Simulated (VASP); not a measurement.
# Te2Pt (Moncheite) (P-3m1) in VASP: notebook, part 2 of 2

VASP 6.6.1.

## (4) Single point, PBE

This run uses another cell than the first one, of 95.63 Å³/atom, 3.961 times its volume.

The input, INCAR:

```
SYSTEM = Te2Pt
PREC = Accurate ; ENCUT = 650
EDIFF = 1E-7 ; ISMEAR = 0
SIGMA = 0.05 ; LREAL = .False.
LASPH = .True. ; NELM = 120
ALGO = Normal ; ISIF = 2
LWAVE = .False. ; LCHARG = .False.
LDIPOL = .True. ; IDIPOL = 3
DIPOL = 0.5 0.5 0.500 ; GGA = PE
NBANDS = 22 ; LVHAR = .True.
LVACPOTAV = .True.
```

The input, KPOINTS:

```
Automatic mesh
0
Gamma
  11 11 1
  0 0 0
```

The input, POSCAR:

```
Te2Pt
1.0
    4.0100000000      0.0000000000      0.0000000000
   -2.0050000000      3.4727618700      0.0000000000
    0.0000000000      0.0000000000     20.6005000000
Te Pt
2 1
Direct
    0.6666666667      0.3333333333      0.4368825999
    0.3333333333      0.6666666667      0.5631174001
    0.0000000000      0.0000000000      0.5000000000
```

Potentials or basis: VASP PAW PBE potentials, release 64 (Te, Pt).

Run with:

```console
$ cat potpaw_PBE.64/Te/POTCAR potpaw_PBE.64/Pt/POTCAR > POTCAR
$ mpirun -np 1 vasp_std > vasp.out
```

OUTCAR:

```text
SYSTEM = Te2Pt
   PREC = Accurate
   ENCUT = 650
   EDIFF = 1E-7
   ISMEAR = 0
   LREAL = .False.
   LASPH = .True.
   NELM = 120
   ISIF = 2
   GGA = PE

 Found     16 irreducible k-points:

 Following reciprocal coordinates:
            Coordinates               Weight
  0.000000  0.000000  0.000000      1.000000
  0.090909  0.000000  0.000000      6.000000
  0.181818  0.000000  0.000000      6.000000
  0.272727  0.000000  0.000000      6.000000
  0.363636  0.000000  0.000000      6.000000
  0.454545  0.000000  0.000000      6.000000
   k-points           NKPTS =     16   k-points in BZ     NKDIM =     16   number of bands    NBANDS=     22
   number of dos      NEDOS =    301   number of ions     NIONS =      3
   total plane-waves  NPLWV = 233280
   dimension x,y,z NGX =    36 NGY =   36 NGZ =  180
   dimension x,y,z NGXF=    72 NGYF=   72 NGZF=  360
   ions per type =               2   1
   NGX,Y,Z   is equivalent  to a cutoff of  14.92, 14.92, 14.53 a.u.
   NGXF,Y,Z  is equivalent  to a cutoff of  29.85, 29.85, 29.05 a.u.
 SYSTEM =  Te2Pt
   PREC   = accura    normal or accurate (medium, high low for compatibility)
   ISTART =      0    job   : 0-new  1-cont  2-samecut
   ICHARG =      2    charge: 1-file 2-atom 10-const
   ISPIN  =      1    spin polarized calculation?
   LNONCOLLINEAR =      F non collinear calculations
   LSORBIT =      F    spin-orbit coupling
   LASPH  =      T    aspherical Exc in radial PAW
   ENCUT  =  650.0 eV  47.77 Ry    6.91 a.u.   8.34  8.34 42.82*2*pi/ulx,y,z
   NELM   =    120;   NELMIN=  2; NELMDL= -5     # of ELM steps
   EDIFF  = 0.1E-06   stopping-criterion for ELM
   LREAL  =      F    real-space projection
   EDIFFG = 0.1E-05   stopping-criterion for IOM
   NSW    =      0    number of steps for IOM
   IBRION =     -1    ionic relax: 0-MD 1-quasi-New 2-CG
   NFREE  =      0    steps in history (QN), initial steepest desc. (CG)
   ISIF   =      2    stress and relaxation
   ISYM   =      2    0-nonsym 1-usesym 2-fastsym
   POTIM  = 0.5000    time-step for ionic-motion
   TEBEG  =    0.0;   TEEND  =   0.0 temperature during run
   PSTRESS=    0.0 pullay stress
   NELECT =      22.0000    total number of electrons
   NUPDOWN=      -1.0000    fix difference up-down
   EMIN   =  10.00;   EMAX   =-10.00  energy-range for DOS
   EFERMI =   0.00;   METHOD = LEGACY
   ISMEAR =     0;   SIGMA  =   0.05  broadening in eV -4-tet -1-fermi 0-gaus
   EFERMI_NEDOS =   21; number of points for ismear=-14 and -15
   IALGO  =     38    algorithm
   IMIX   =      4    mixing-type and parameters
     AMIX     =   0.40;   BMIX     =  1.00
     AMIX_MAG =   1.60;   BMIX_MAG =  1.00
  volume/ion in A,a.u.               =      95.63       645.32
  Fermi-wavevector in a.u.,A,eV,Ry     =   0.695531  1.314364  6.582006  0.483764
  Thomas-Fermi vector in A             =   1.778330
   LORBIT       =      0    0 simple, 1 ext, 2 COOP (PROOUT), +10 PAW based schemes
   GGA     = PE    functional components
   LHFCALC =     F    Hartree Fock is set to
   AEXX    =    0.0000 exact exchange contribution
   IVDW    =     0    specifies the selected vdW correction
   LEPSILON=     F    determine dielectric tensor
   LRPA    =     F    only Hartree local field effects (RPA)
 non-spin polarized calculation
 Gauss-broadening in eV      SIGMA  =   0.05
  energy-cutoff  :      650.00
  volume of cell :      286.88
 maximum number of plane-waves:     10867
 NGX is ok and might be reduce to    36
   NGX = 17   NGY = 17   NGZ = 85

 number of electron      22.0000001 magnetization

 dipolmoment           0.000000      0.000000     -0.000000 electrons x Angstroem

 Free energy of the ion-electron system (eV)
  ---------------------------------------------------
  ext. energy  EPLUGINS =         0.00000000
  ---------------------------------------------------
  free energy    TOTEN  =       -13.38651508 eV

  energy without entropy =      -13.38651508  energy(sigma->0) =      -13.38651508

 E-fermi :  -1.2631     XC(G=0):  -3.3649

 val. band max:       -1.5083752080   @ k =   0.1818   0.0909   0.0000
 cond. band min:      -0.5235625609   @ k =   0.1818   0.0000   0.0000
 fundamental gap:      0.9848126471
 Fermi energy:        -1.2630798786

 k-point     1 :       0.0000    0.0000    0.0000
  band No.  band energies     occupation
      1     -14.7163      2.00000
      2     -12.2629      2.00000
      3      -6.9858      2.00000
      4      -6.9858      2.00000
      5      -6.6452      2.00000
      6      -5.0099      2.00000
[... 124 lines left out ...]
      6      -5.4824      2.00000
[... 14 lines left out ...]
     21       6.4075      0.00000
     22       6.6177      0.00000

 [... further k-points ...]

------------------------ aborting loop because EDIFF is reached ----------------------------------------

  FORCE on cell =-STRESS in cart. coord.  units (eV):
  Direction    XX          YY          ZZ          XY          YZ          ZX
  --------------------------------------------------------------------------------------
  -------------------------------------------------------------------------------------
  Total        2.5605799      2.5605799      2.8419466     -0.0000000      0.0000000      0.0000000
  in kB       14.3005181     14.3005181     15.8719160     -0.0000000      0.0000000      0.0000000
  external PRESSURE =      14.8243174 kB  Pullay stress =       0.0000000 kB

 VOLUME and BASIS-vectors are now :
 -----------------------------------------------------------------------------
  energy-cutoff  :      650.00
  volume of cell :      286.88
      direct lattice vectors                 reciprocal lattice vectors
     4.010000000  0.000000000  0.000000000     0.249376559  0.143977623  0.000000000
    -2.005000000  3.472761870  0.000000000     0.000000000  0.287955246  0.000000000
     0.000000000  0.000000000 20.600500000     0.000000000  0.000000000  0.048542511

 POSITION                                       TOTAL-FORCE (eV/Angst)
 -----------------------------------------------------------------------------------
      2.00500      1.15759      9.00000         0.000000      0.000000     -1.094247
     -0.00000      2.31517     11.60050        -0.000000      0.000000      1.094247
      0.00000      0.00000     10.30025        -0.000000      0.000000      0.000000
 -----------------------------------------------------------------------------------
    total drift:                                0.000000     -0.000000      0.000000

  FREE ENERGIE OF THE ION-ELECTRON SYSTEM (eV)
  ---------------------------------------------------
  free  energy   TOTEN  =       -13.3865150783 eV

  energy  without entropy=      -13.3865150783  energy(sigma->0) =      -13.38651508

 vacuum level on the upper side and lower side of the slab         3.345         3.345
```

stdout:

```text
POSCAR found type information on POSCAR TePt
 POSCAR found :  2 types and       3 ions
 scaLAPACK will be used
 LDA part: xc-table for (Slater+PW92), standard interpolation
 POSCAR, INCAR and KPOINTS ok, starting setup
 FFT: planning ... GRIDC
 FFT: planning ... GRID_SOFT
 FFT: planning ... GRID
 WAVECAR not read
 entering main loop
 -----------------------------------------------------------------------------
|                                                                             |
|           W    W    AA    RRRRR   N    N  II  N    N   GGGG   !!!           |
|           W    W   A  A   R    R  NN   N  II  NN   N  G    G  !!!           |
|           W    W  A    A  R    R  N N  N  II  N N  N  G       !!!           |
|           W WW W  AAAAAA  RRRRR   N  N N  II  N  N N  G  GGG   !            |
|           WW  WW  A    A  R   R   N   NN  II  N   NN  G    G                |
|           W    W  A    A  R    R  N    N  II  N    N   GGGG   !!!           |
|                                                                             |
|     Did not find any points to average over, which means that no vacuum     |
|     field-free region was found. Please increase the size of  your cell     |
|     in the dimension of the dipole correction to obtain accurate            |
|     workfunction values.                                                    |
|                                                                             |
 -----------------------------------------------------------------------------
```

Run time: 2 min. Hardware: 1 thread of Intel Xeon 6975P-C (Granite Rapids), shared host; peak memory 0.57 GiB.

The run converged, but some of its settings lie outside the range that counts as converged, so its numbers aren't taken as properties of the slab.

Results:

```
Free energy                            : -13.3865 eV
Largest force                          : 1.094 eV/Å
Band gap on the k mesh                 : 0.98 eV, indirect (least direct gap 0.99 eV)
Ionisation potential of the upper face : 4.85 eV
```

Caveat: spin-orbit coupling is left out, which moves the levels of the heavy elements.

## (5) The reference run

An earlier run on the cell as given: functional PBE; potentials or basis VASP PAW PBE potentials, release 64 (Pt, Te); cutoff 520 eV; k mesh 8 × 8 × 5; occupations fermi-dirac, width 0.05 eV; no spin polarisation.

- Pressure: 8.4 GPa
- Largest force: 0.986 eV/Å
- Band gap on the k mesh: none (metal or under the smearing width)
